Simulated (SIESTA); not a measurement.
The system is Cu.

```
Cu
1.0
    -0.00443    1.78843    1.83853
     1.82291   -0.01749    1.85160
     1.78282    1.76140    0.02260
Cu
1
Direct
  0.00000 0.00000 0.00000
```

Base run:

* Program: SIESTA 5.4.2
* Functional: LDA
* Potentials or basis: PseudoDojo 0.4 standard (LDA files)
* Basis: DZP (energy shift 0.003 Ry; two zetas on semicore shells)
* Grid cutoff: 800 Ry
* Energy shift: 0.003 Ry
* k mesh: 13 × 12 × 13
* Occupations: fermi-dirac, width 0.05 eV
* Spin: no spin polarisation

Its results: band gap on the k mesh none (metal or under the smearing width); pressure -13.2 GPa.

Q: The run is repeated on the same cell with these changes: functional from LDA to PBEsol; potentials or basis from PseudoDojo 0.4 standard (LDA files) to PseudoDojo 0.4 standard (PBEsol files). What comes out?

A: Band gap on the k mesh none (metal or under the smearing width); pressure -7.0 GPa.

Caveats: short orbitals over semicore shells can move pressures by several GPa; the basis of atomic orbitals isn't converged, which shifts pressures, moduli and gaps.

Not every run made on this cell is shown here.
